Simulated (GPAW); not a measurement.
# EuS (Fm-3m) in GPAW: equation of state

How stiff is EuS in PBE, and what volume does it want? The cell is scaled to several volumes.

Program: GPAW 26.7.0. These are calculated values, not measurements. Logs are shortened: lines on timing, memory, paths and dates and some standing lists are left out, and cuts for length are marked. The log counts tension as positive stress, the text compression.

**Experimental background.**

From “Crystal-field mediated electronic transitions of EuS up to 35 GPa”, 2022, pmc:8786971, for a bulk crystal of EuS: bulk modulus 61.5 ± 0.5 GPa.

How close the calculation comes is told below.

### Step 1. Starting point

The structure is cubic, space group Fm-3m (No. 225). The conventional cell has a = 5.957 Å, b = 5.957 Å, c = 5.957 Å, α = 90.00°, β = 90.00°, γ = 90.00°. Eu (site symmetry m-3m) has 6 S at 2.98 Å as nearest neighbours. S (site symmetry m-3m) is surrounded by 6 Eu at 2.98 Å.

### Step 2. Equation of state, PBE, collinear spin, ferromagnetic start

Input file run.py:

```python
from ase.eos import EquationOfState
from ase.io import Trajectory, read
from ase.units import GPa
from gpaw import GPAW, PW

atoms = read('POSCAR')
atoms.set_initial_magnetic_moments([7.0, 0.0])

traj = Trajectory('eos.traj', 'w')
volumes, energies = [], []
for x in [0.94, 0.96, 0.98, 1.0, 1.02, 1.04, 1.06]:
    a = atoms.copy()
    a.set_cell(atoms.cell * x**(1 / 3), scale_atoms=True)
    calc = GPAW(mode=PW(800),
                xc='PBE',
                kpts={'size': (8, 8, 8), 'gamma': True},
                occupations={'name': 'fermi-dirac', 'width': 0.05},
                nbands=25,
                convergence={'density': 1e-05, 'energy': 1e-05},
                maxiter=150,
                txt=f'eos-{x:.2f}.txt')
    a.calc = calc
    energies.append(a.get_potential_energy(force_consistent=True))
    volumes.append(a.get_volume())
    p = -a.get_stress()[:3].mean() / GPa
    calc.write(f'eos-{x:.2f}.gpw')
    traj.write(a)
    print(f'{x:.2f} {volumes[-1]:10.4f} A^3 {energies[-1]:14.6f} eV {p:9.3f} GPa', flush=True)

v0, e0, B = EquationOfState(volumes, energies, eos='birchmurnaghan').fit()
print(f'V0 = {v0:.4f} A^3, E0 = {e0:.6f} eV, B0 = {B / GPa:.2f} GPa')
```

Input file POSCAR:

```
EuS
1.0
    0.0000000000      2.9785000000      2.9785000000
    2.9785000000      0.0000000000      2.9785000000
    2.9785000000      2.9785000000      0.0000000000
Eu S
1 1
Direct
    0.0000000000      0.0000000000      0.0000000000
    0.5000000000      0.5000000000      0.5000000000
```

Potentials or basis: GPAW PAW data sets (gpaw-data 1.2.1), pw.

Run with:

```sh
$ OMP_NUM_THREADS=1 python run.py
```

The program printed:

```text
__  _  _
 | _ |_)|_||  |
 |__||  | ||/\| - 26.7.0

Input parameters:
  mode=PW(ecut=800.0),
  convergence={'density': 1e-05, 'energy': 1e-05},
  kpts=MonkhorstPack(size=(8, 8, 8), gamma=True),
  maxiter=150,
  nbands=25,
  occupations=Occupations(name='fermi-dirac', width=0.05),
  xc=XC(name='PBE')

Diagonalizing LCAO Hamiltonian
Converting LCAO to pw mode

                S

       Eu

Atoms  # Å, Bohr magnetons
|   | symbol |        x |        y |        z |    initial magnetic moments |
|---|--------|----------|----------|----------|-----------------------------|
| 0 |     Eu | 0.000000 | 0.000000 | 0.000000 | ( 0.0000,  0.0000,  7.0000) |
| 1 |      S | 2.917697 | 2.917697 | 2.917697 | ( 0.0000,  0.0000,  0.0000) |

Unit cell  # Å
| periodic |        x |        y |        z |  lengths |    angles |
|----------|----------|----------|----------|----------|-----------|
|      yes | 0.000000 | 2.917697 | 2.917697 | 4.126247 | 60.000000 |
|      yes | 2.917697 | 0.000000 | 2.917697 | 4.126247 | 60.000000 |
|      yes | 2.917697 | 2.917697 | 0.000000 | 4.126247 | 60.000000 |

Number of symmetries: 48
[... 51 lines left out ...]

BZ-sampling:
  Number of BZ points: 512
  Number of IBZ points: 29

  Monkhorst-Pack size: [8, 8, 8]
  Monkhorst-Pack shift: [0.0625, 0.0625, 0.0625]

K-points  # in reciprocal-cell coordinates
|     |                                coordinates |     weight |
|-----|--------------------------------------------|------------|
|   0 | (  0.00000000,   0.00000000,   0.00000000) | 0.00195312 |
|   1 | (  0.12500000,   0.12500000,   0.00000000) | 0.01171875 |
|   2 | (  0.12500000,   0.12500000,   0.12500000) | 0.01562500 |
|   3 | (  0.25000000,   0.12500000,   0.12500000) | 0.02343750 |
|   4 | (  0.25000000,   0.25000000,   0.00000000) | 0.01171875 |
|   5 | (  0.25000000,   0.25000000,   0.12500000) | 0.04687500 |
|   6 | (  0.25000000,   0.25000000,   0.25000000) | 0.01562500 |
|   7 | (  0.37500000,   0.25000000,  -0.37500000) | 0.04687500 |
|   8 | (  0.37500000,   0.25000000,   0.12500000) | 0.04687500 |
|   9 | (  0.37500000,   0.25000000,   0.25000000) | 0.04687500 |
| ... |                                            |            |
|  28 | (  0.50000000,   0.50000000,   0.50000000) | 0.00781250 |

Plane wave coefficients: 2637
Cutoff: 800.0 eV

Spin-components: 2 (collinear spins)
Bands:           25
Projectors:      13
Spin-degeneracy: 1
Datatype:        complex128

Parallelization:
  kpt:    1
  domain: 1
  band:   1

Density:
  Valence electrons: 23.0
  Components: 2
  Grid points: [27 27 27]
  Charge: 0.0  # |e|

Potential:
  Grid points: [27 27 27]

species:
  Eu:
    name:    Europium
    Z:       63.0
    valence: 17
    core:    46
    charge:  0.0  # [|e|]
    compensation charges:
      type: gauss
      rc: 0.35  # [Å]
      lmax: 2
    cutoffs:
      filter: 1.17  # [Å]
      core: 1.91  # [Å]
    projectors
    | kind |    occ | energy [eV] | rcut [Å] |
    |------|--------|-------------|----------|
    |   5s |  2.000 |     -44.666 |    1.164 |
    |   6s |  2.000 |      -3.623 |    1.164 |
    |   5p |  6.000 |     -23.775 |    1.164 |
    |   6p |  0.000 |      -1.197 |    1.164 |
    |   5d |  0.000 |      -1.557 |    1.164 |
    |   4f |  7.000 |      -2.712 |    1.164 |
    |    d |        |      25.654 |    1.164 |
    |    f |        |      24.500 |    1.164 |

    Using partial waves for Eu as LCAO basis

  S:
    name:    Sulfur
    Z:       16.0
    valence: 6
    core:    10
    charge:  0.0  # [|e|]
    compensation charges:
      type: gauss
      rc: 0.24  # [Å]
      lmax: 2
    cutoffs:
      filter: 1.77  # [Å]
      core: 1.66  # [Å]
    projectors
    | kind |    occ | energy [eV] | rcut [Å] |
    |------|--------|-------------|----------|
    |   3s |  2.000 |     -17.254 |    0.974 |
    |   3p |  4.000 |      -7.008 |    0.979 |
    |    s |        |       9.957 |    0.974 |
    |    p |        |      20.203 |    0.979 |
    |    d |        |       0.000 |    0.900 |

    Using partial waves for S as LCAO basis

Reference energy: -305938.431509  # eV

eigensolver:
  PPCG
  Converge bands: occupied
  niter=2

density mixing:
  MSR1-Mixer
  Pratt-step length: 0.05
  Maximum mixing coefficient: 0.75
  Old densities: 10
  SVD Regularization: 0.005
  Good broyden scale: 1.0
  Trust region scale: 1.0
  Backstep threshold: 4.0
  History deletion threshold: 6.0
  Fourier metric: weight=20.0, sigma=0.015

occupation numbers:
  Fermi-Dirac:
    width: 0.0500  # eV

poisson solver:
  ecut: 6400.0  # eV

xc functional:
  name: PBE with 2 nearest neighbor stencil

convergence criteria:
- Maximum integral of absolute [dens]ity change: 1e-05 electrons / valence electron
- Maximum [total energy] change in last 3 cyles: 1e-05 eV / valence electron
- Maximum integral of absolute [eigenst]ate change: 4e-08 eV^2 / valence electron
maximum number of iterations: 150

SCF iterations
|iter     | |      energy | eigst |  dens |  magmom |
|---------|-|-------------|-------|-------|---------|
|iter:   1| |  -19.576556 | -0.40 |       |  +7.0100|
|iter:   2| |  -18.628321 | -1.55 | -0.80 |  +6.9602|
|iter:   3| |  -18.445947 | -2.21 | -1.14 |  +6.9390|
|iter:   4| |  -18.400452 | -1.83 | -1.32 |  +6.9182|
|iter:   5| |  -18.381581 | -3.42 | -1.40 |  +6.9141|
|iter:   6| |  -18.361474 | -2.67 | -1.51 |  +6.9131|
|iter:   7| |  -18.371004 | -3.14 | -1.95 |  +6.9414|
|iter:   8| |  -18.365768 | -3.42 | -1.89 |  +6.9534|
|iter:   9| |  -18.366054 | -4.33 | -2.48 |  +6.9593|
|iter:  10| |  -18.366189 | -5.81 | -3.11 |  +6.9609|
|iter:  11| |  -18.366187c| -5.85 | -3.24 |  +6.9623|
|iter:  12| |  -18.366183c| -7.35 | -3.89 |  +6.9630|
|iter:  13| |  -18.366186c| -7.78c| -4.25 |  +6.9638|
|iter:  14| |  -18.366186c| -8.70c| -5.33c|  +6.9638|

Converged in 14 steps
Energy contributions relative to reference atoms: (reference = -305938.431509)

Energy contributions:
  Kinetic:          14.471353
  Coulomb:         -13.763662
  Zero:              0.238668
  External:          0.000000
  Xc:              -19.306988
  Entropy:          -0.011114
  Spinorbit:         0.000000
  ----------------------------
  Free energy:     -18.371743
  Extrapolated:    -18.366186

dipole moment: (-32.411695, -32.411695, -32.411695)  # |e|*Ang

Total magnetic moment: (0.000000, 0.000000, 6.963826)

Local magnetic moments
|        x |        y |         z |
|----------|----------|-----------|
| 0.000000 | 0.000000 |  6.584784 |  # Eu   0
| 0.000000 | 0.000000 | -0.060088 |  # S    1

Fermi level: 8.669
Eigenvalues  # (at kpt = [0.000, 0.000, 0.000])
| band index |      eig [eV] | occ [0-1] |      eig [eV] | occ [0-1] |
|------------|---------------|-----------|---------------|-----------|
|          0 |       -32.726 |     1.000 |       -29.656 |     1.000 |
|        ... |               |           |               |           |
|          2 |       -11.420 |     1.000 |        -9.127 |     1.000 |
|          3 |       -11.420 |     1.000 |        -9.127 |     1.000 |
|          4 |        -4.985 |     1.000 |        -4.961 |     1.000 |
|          5 |         5.860 |     1.000 |         6.043 |     1.000 |
|          6 |         5.860 |     1.000 |         6.043 |     1.000 |
|          7 |         5.860 |     1.000 |         6.043 |     1.000 |
[... 8 lines left out ...]
|         16 |         9.706 |     0.000 |        13.131 |     0.000 |
|         17 |         9.706 |     0.000 |        13.131 |     0.000 |
|        ... |               |           |               |           |
|         24 |        21.709 |     0.000 |        22.460 |     0.000 |

No gap
No difference between direct/indirect transitions

Stress tensor  # eV/Ang^3
|         x |         y |         z |
|-----------|-----------|-----------|
| -0.003514 | -0.000000 | -0.000000 |
| -0.000000 | -0.003514 |  0.000000 |
| -0.000000 |  0.000000 | -0.003514 |

# Writing to eos-0.94.gpw (mode='')
```

Run time: 14 min. Hardware: 1 thread of Arm Neoverse V1, shared host; peak memory 0.58 GiB.

Results:

| Property | Result |
| --- | --- |
| Equilibrium volume | 25.13 Å³/atom |
| Bulk modulus | 52 GPa |
| Pressure derivative of the bulk modulus | 4.2 |

Energy against volume, from the lowest point:
```tsv
volume (Å³/atom)	energy (meV/atom)
24.838	0.18
25.367	0.00
25.895	3.25
26.424	9.58
26.952	18.66
27.481	30.20
28.009	43.98
```

Caveat: one-centre terms of the f shell are cut off; spin-orbit coupling is left out, which moves the levels of the heavy elements; without U or exact exchange the open f shell lies at the Fermi level, which spoils levels, moments and volumes.

### Step 3. Against experiment

Step 2. Measured bulk modulus of EuS: 61.5 GPa (quoted in “Crystal-field mediated electronic transitions of EuS up to 35 GPa”, 2022, pmc:8786971). This calculation gives 52 GPa (-15.7 %). The fit is for a static lattice scaled at fixed shape and fixed fractional positions.
